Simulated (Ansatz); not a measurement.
Ti:

```
Ti
1.0
     0.00000    2.03000    2.03000
     2.03000    0.00000    2.03000
     2.03000    2.03000    0.00000
Ti
1
Direct
  0.00000 0.00000 0.00000
```

This isn't the form of Ti at room conditions, which is hcp.

```yaml
Program: Ansatz 0.2.0
Task: relaxation of cell and atoms
Functional: RPBE
Dispersion: D3(BJ)
Potentials_or_basis: Ansatz PAW
Cutoff: "420 eV (not typed: the program's choice for these potentials)"
k_mesh: 11 × 11 × 11
Occupations: fermi-dirac, width 0.05 eV
Spin: no spin polarisation
```

At the start: volume 16.73 Å³/atom.

Problem. How do energy, volume and symmetry change on relaxing?

Solution. It ends after 8 steps and the volume is 12.87 Å³/atom (-23.1 %); space group Fm-3m (No. 225, to 0.05 Å).

Step by step:
```tsv
step	energy change (eV)	largest force (eV/Å)	volume (Å³)
1	0.0000	0.0000	16.73
2	-0.3665	0.0000	14.40
3	-0.4451	0.0000	12.40
4	-0.4539	0.0000	12.89
5	-0.4539	0.0000	12.86
6	-0.4518	0.0000	12.86
7	-0.4518	0.0000	12.87
8	-0.4518	0.0000	12.87
```

Final structure:
```xyz
1
Lattice="0.0000 1.8599 1.8599 1.8599 0.0000 1.8599 1.8599 1.8599 0.0000" Properties=species:S:1:pos:R:3 pbc="T T T"
Ti    0.0000    0.0000    0.0000
```

Caveat: the volume moved by over 15 % at a fixed basis, so the end points are rough; the plane-wave basis is chosen anew once the cell has moved, so the energies of steps on either side of that aren't comparable; the volume moved by -23 % from the deposited cell, more than functionals usually miss; pairwise dispersion overbinds metals, which lowers pressure and volume; the PAW data sets come from PBE, with cores solved anew for the run's functional, which leaves a small shift of forces and pressure.
